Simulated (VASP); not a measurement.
# Bi (Im-3m) in VASP: a series of runs

Runs on Bi. Level: LDA. Tasks: single point.

All numbers are computed with VASP 6.6.1; they aren't measurements. Logs are shortened: lines on timing, memory, paths and dates and some standing lists are left out, and cuts for length are marked.

## Step 1: The structure

It takes space group Im-3m (No. 229, cubic). The conventional cell has a = 3.963 Å, b = 3.963 Å, c = 3.963 Å, α = 90.00°, β = 90.00°, γ = 90.00°. Bi (site symmetry m-3m) has 8 Bi at 3.43 Å as nearest neighbours.

This isn't the form of Bi at room conditions, which is rhombohedral.

## Step 2: Single point, LDA

Contents of INCAR:

```
SYSTEM = Bi
PREC = Accurate
ENCUT = 520
EDIFF = 1E-6
ISMEAR = 0
SIGMA = 0.15
LREAL = .FALSE.
LASPH = .TRUE.
NELM = 100
ALGO = Normal
ISIF = 2
LWAVE = .FALSE.
LCHARG = .FALSE.
GGA = CA
NBANDS = 14
```

Contents of KPOINTS:

```
Automatic mesh
0
G
  18 18 18
  0 0 0
```

Contents of POSCAR:

```
Bi
1.0
   -1.9814305318      1.9814305318      1.9814305318
    1.9814305318     -1.9814305318      1.9814305318
    1.9814305318      1.9814305318     -1.9814305318
Bi
1
Direct
    0.0000000000      0.0000000000      0.0000000000
```

Potentials or basis: VASP PAW LDA potentials, release 64 (Bi_d).

Run with:

```console
> cat potpaw_LDA.64/Bi_d/POTCAR > POTCAR
> mpirun -np 1 vasp_std > vasp.out
```

OUTCAR:

```text
SYSTEM = Bi
   PREC = Accurate
   ENCUT = 520
   EDIFF = 1E-6
   ISMEAR = 0
   LREAL = .FALSE.
   LASPH = .TRUE.
   NELM = 100
   ISIF = 2
   GGA = CA

 ion  position               nearest neighbor table
   1  0.000  0.000  0.000-

  LATTYP: Found a body centered cubic cell.
 ALAT       =     3.9628610636

  Lattice vectors:

 A1 = (  -1.9814305318,   1.9814305318,   1.9814305318)
 A2 = (   1.9814305318,  -1.9814305318,   1.9814305318)
 A3 = (   1.9814305318,   1.9814305318,  -1.9814305318)

Analysis of symmetry for initial positions (statically):
=====================================================================
 Subroutine PRICEL returns:
 Original cell was already a primitive cell.

 Routine SETGRP: Setting up the symmetry group for a
 body centered cubic supercell.

 Subroutine GETGRP returns: Found 48 space group operations
 (whereof 48 operations were pure point group operations)
 out of a pool of 48 trial point group operations.

The static configuration has the point symmetry O_h .

Analysis of symmetry for dynamics (positions and initial velocities):
=====================================================================
 Subroutine PRICEL returns:
 Original cell was already a primitive cell.

 Routine SETGRP: Setting up the symmetry group for a
 body centered cubic supercell.

 Subroutine GETGRP returns: Found 48 space group operations
 (whereof 48 operations were pure point group operations)
 out of a pool of 48 trial point group operations.

The dynamic configuration has the point symmetry O_h .

 Subroutine INISYM returns: Found 48 space group operations
 (whereof 48 operations are pure point group operations),
 and found     1 'primitive' translations

----------------------------------------------------------------------------------------

                                     Primitive cell

  volume of cell :      31.1169

  direct lattice vectors                    reciprocal lattice vectors
    -1.981430532  1.981430532  1.981430532     0.000000000  0.252342937  0.252342937
     1.981430532 -1.981430532  1.981430532     0.252342937  0.000000000  0.252342937
     1.981430532  1.981430532 -1.981430532     0.252342937  0.252342937  0.000000000

  length of vectors
     3.431938353  3.431938353  3.431938353     0.356866804  0.356866804  0.356866804

  position of ions in fractional coordinates (direct lattice)
     0.000000000  0.000000000  0.000000000

[... 83 lines left out ...]
   POTIM  = 0.5000    time-step for ionic-motion
   TEBEG  =    0.0;   TEEND  =   0.0 temperature during run
   PSTRESS=    0.0 pullay stress
   NELECT =      15.0000    total number of electrons
   NUPDOWN=      -1.0000    fix difference up-down
   EMIN   =  10.00;   EMAX   =-10.00  energy-range for DOS
   EFERMI =   0.00;   METHOD = LEGACY
   ISMEAR =     0;   SIGMA  =   0.15  broadening in eV -4-tet -1-fermi 0-gaus
   EFERMI_NEDOS =   21; number of points for ismear=-14 and -15
   IALGO  =     38    algorithm
   IMIX   =      4    mixing-type and parameters
     AMIX     =   0.40;   BMIX     =  1.00
     AMIX_MAG =   1.60;   BMIX_MAG =  1.00
  volume/ion in A,a.u.               =      31.12       209.99
  Fermi-wavevector in a.u.,A,eV,Ry     =   1.283630  2.425708 22.418388  1.647705
  Thomas-Fermi vector in A             =   2.415871
   LORBIT       =      0    0 simple, 1 ext, 2 COOP (PROOUT), +10 PAW based schemes
   GGA     = CA    functional components
   LHFCALC =     F    Hartree Fock is set to
   AEXX    =    0.0000 exact exchange contribution
   IVDW    =     0    specifies the selected vdW correction
   LEPSILON=     F    determine dielectric tensor
   LRPA    =     F    only Hartree local field effects (RPA)
 non-spin polarized calculation
 Gauss-broadening in eV      SIGMA  =   0.15
  energy-cutoff  :      520.00
  volume of cell :       31.12
 maximum number of plane-waves:       887
 NGX is ok and might be reduce to    28
   NGX = 13   NGY = 13   NGZ = 13

 number of electron      14.9999994 magnetization

 Free energy of the ion-electron system (eV)
  ---------------------------------------------------
  ext. energy  EPLUGINS =         0.00000000
  ---------------------------------------------------
  free energy    TOTEN  =        -4.45016476 eV

  energy without entropy =       -4.44043383  energy(sigma->0) =       -4.44529929

 E-fermi :   7.6705     XC(G=0): -10.5310

 val. band max:        7.6608201639   @ k =  -0.2222   0.2222   0.0556
 cond. band min:       7.6744556917   @ k =  -0.3889   0.3889   0.2778
 fundamental gap:      0.0136355278
 Fermi energy:         7.6704588302

 k-point     1 :       0.0000    0.0000    0.0000
  band No.  band energies     occupation
      1     -15.2985      2.00000
      2     -15.2985      2.00000
      3     -15.2985      2.00000
      4     -15.1672      2.00000
      5     -15.1672      2.00000
      6      -5.8593      2.00000
      7      12.7202      0.00000
      8      12.7202      0.00000
      9      12.7202      0.00000
     10      16.9019      0.00000
     11      18.1957      0.00000
     12      18.1957      0.00000
     13      18.1957      0.00000
     14      19.3915      0.00000
[... 377 lines left out ...]
      1     -15.3263      2.00000
      2     -15.2650      2.00000
      3     -15.1791      2.00000
      4     -15.1764      2.00000
      5     -15.0998      2.00000
      6      -2.8981      2.00000
      7       3.0930      2.00000
      8       8.2037      0.00000
      9      10.5256      0.00000
     10      14.6455      0.00000
     11      16.7496      0.00000
     12      19.1424      0.00000
     13      20.9422      0.00000
     14      24.6433      0.00000

 [... further k-points ...]

------------------------ aborting loop because EDIFF is reached ----------------------------------------

  FORCE on cell =-STRESS in cart. coord.  units (eV):
  Direction    XX          YY          ZZ          XY          YZ          ZX
  --------------------------------------------------------------------------------------
  -------------------------------------------------------------------------------------
  Total       -0.5975685     -0.5975685     -0.5975685      0.0000000      0.0000000     -0.0000000
  in kB      -30.7681749    -30.7681749    -30.7681749      0.0000000      0.0000000     -0.0000000
  external PRESSURE =     -30.7681749 kB  Pullay stress =       0.0000000 kB

 VOLUME and BASIS-vectors are now :
 -----------------------------------------------------------------------------
  energy-cutoff  :      520.00
  volume of cell :       31.12
      direct lattice vectors                 reciprocal lattice vectors
    -1.981430532  1.981430532  1.981430532     0.000000000  0.252342937  0.252342937
     1.981430532 -1.981430532  1.981430532     0.252342937  0.000000000  0.252342937
     1.981430532  1.981430532 -1.981430532     0.252342937  0.252342937  0.000000000

 POSITION                                       TOTAL-FORCE (eV/Angst)
 -----------------------------------------------------------------------------------
      0.00000      0.00000      0.00000         0.000000     -0.000000      0.000000
 -----------------------------------------------------------------------------------
    total drift:                               -0.000000     -0.000000     -0.000000

  FREE ENERGIE OF THE ION-ELECTRON SYSTEM (eV)
  ---------------------------------------------------
  free  energy   TOTEN  =        -4.4501647602 eV

  energy  without entropy=       -4.4404338279  energy(sigma->0) =       -4.44529929
```

Run time: 40 s. Hardware: 1 thread of Intel Xeon Platinum 8488C (Sapphire Rapids), shared host; peak memory 0.19 GiB.

What came out:

```
Free energy            : -4.4502 eV
Pressure               : -3.1 GPa
Band gap on the k mesh : none (metal or under the smearing width)
```

Caveat: spin-orbit coupling is left out, which moves the levels of the heavy elements.

## Step 3: Single point, LDA

Contents of INCAR:

```
ALGO     = Normal         # electronic algorithm
EDIFF    = 1E-6           # SCF threshold, eV
ENCUT    = 520            # plane-wave cutoff, eV
ISIF     = 2              # what is computed and relaxed
ISMEAR   = 0              # smearing method
LASPH    = True           # aspherical terms in the spheres
LCHARG   = False          # write CHGCAR
LREAL    = False          # projectors in reciprocal space
LWAVE    = False          # write WAVECAR
NBANDS   = 14             # bands
NELM     = 100            # most SCF steps
PREC     = Accurate       # precision mode
SIGMA    = 0.15           # smearing width, eV
```

Contents of KPOINTS:

```
k-points
0
Gamma
  18 18 18
```

POSCAR is that of step 2.

Potentials or basis: VASP PAW LDA potentials, release 64 (Bi_d).

Run with:

```console
> cat potpaw_LDA.64/Bi_d/POTCAR > POTCAR
> mpirun -np 1 vasp_std > vasp.out
```

OUTCAR:

```text
EDIFF = 1E-6
   ENCUT = 520
   ISIF = 2
   ISMEAR = 0
   LASPH = True
   LREAL = False
   NELM = 100
   PREC = Accurate

 ion  position               nearest neighbor table
   1  0.000  0.000  0.000-

  LATTYP: Found a body centered cubic cell.
 ALAT       =     3.9628610636

  Lattice vectors:

 A1 = (  -1.9814305318,   1.9814305318,   1.9814305318)
 A2 = (   1.9814305318,  -1.9814305318,   1.9814305318)
 A3 = (   1.9814305318,   1.9814305318,  -1.9814305318)
[... 587 lines left out ...]
     13      20.9422      0.00000
     14      24.6433      0.00000

 [... further k-points ...]

------------------------ aborting loop because EDIFF is reached ----------------------------------------

  FORCE on cell =-STRESS in cart. coord.  units (eV):
  Direction    XX          YY          ZZ          XY          YZ          ZX
  --------------------------------------------------------------------------------------
  -------------------------------------------------------------------------------------
  Total       -0.5975685     -0.5975685     -0.5975685      0.0000000      0.0000000     -0.0000000
  in kB      -30.7681749    -30.7681749    -30.7681749      0.0000000      0.0000000     -0.0000000
  external PRESSURE =     -30.7681749 kB  Pullay stress =       0.0000000 kB

 VOLUME and BASIS-vectors are now :
 -----------------------------------------------------------------------------
  energy-cutoff  :      520.00
  volume of cell :       31.12
      direct lattice vectors                 reciprocal lattice vectors
    -1.981430532  1.981430532  1.981430532     0.000000000  0.252342937  0.252342937
     1.981430532 -1.981430532  1.981430532     0.252342937  0.000000000  0.252342937
     1.981430532  1.981430532 -1.981430532     0.252342937  0.252342937  0.000000000

 POSITION                                       TOTAL-FORCE (eV/Angst)
 -----------------------------------------------------------------------------------
      0.00000      0.00000      0.00000         0.000000     -0.000000      0.000000
 -----------------------------------------------------------------------------------
    total drift:                               -0.000000     -0.000000     -0.000000

  FREE ENERGIE OF THE ION-ELECTRON SYSTEM (eV)
  ---------------------------------------------------
  free  energy   TOTEN  =        -4.4501647602 eV

  energy  without entropy=       -4.4404338279  energy(sigma->0) =       -4.44529929
```

stdout:

```text
POSCAR found type information on POSCAR Bi
 POSCAR found :  1 types and       1 ions
 scaLAPACK will be used
 LDA part: xc-table for (Slater(with rela. corr.)+CA(PZ))
 , standard interpolation
 POSCAR, INCAR and KPOINTS ok, starting setup
 FFT: planning ... GRIDC
 FFT: planning ... GRID_SOFT
 FFT: planning ... GRID
 WAVECAR not read
 entering main loop
```

Run time: 45 s. Hardware: 1 thread of Intel Xeon Platinum 8488C (Sapphire Rapids), shared host; peak memory 0.19 GiB.

What came out:

- Free energy: -4.4502 eV
- Pressure: -3.1 GPa
- Band gap on the k mesh: none (metal or under the smearing width)

Levels at points of the mesh, in eV from the Fermi level:
```
           k point  band 4  band 5  band 6  band 7  band 8  band 9  band 10  band 11
(0.00, 0.00, 0.00)  -22.84  -22.84  -13.53    5.05    5.05    5.05     9.23    10.53
(0.50, 0.00, 0.00)  -22.85  -22.75  -10.49   -5.06    1.54    3.42     6.04     7.63
(0.50, 0.50, 0.50)  -22.77  -22.77   -8.40   -1.82   -1.82   -1.82     3.60     3.60
```

Caveat: spin-orbit coupling is left out, which moves the levels of the heavy elements.
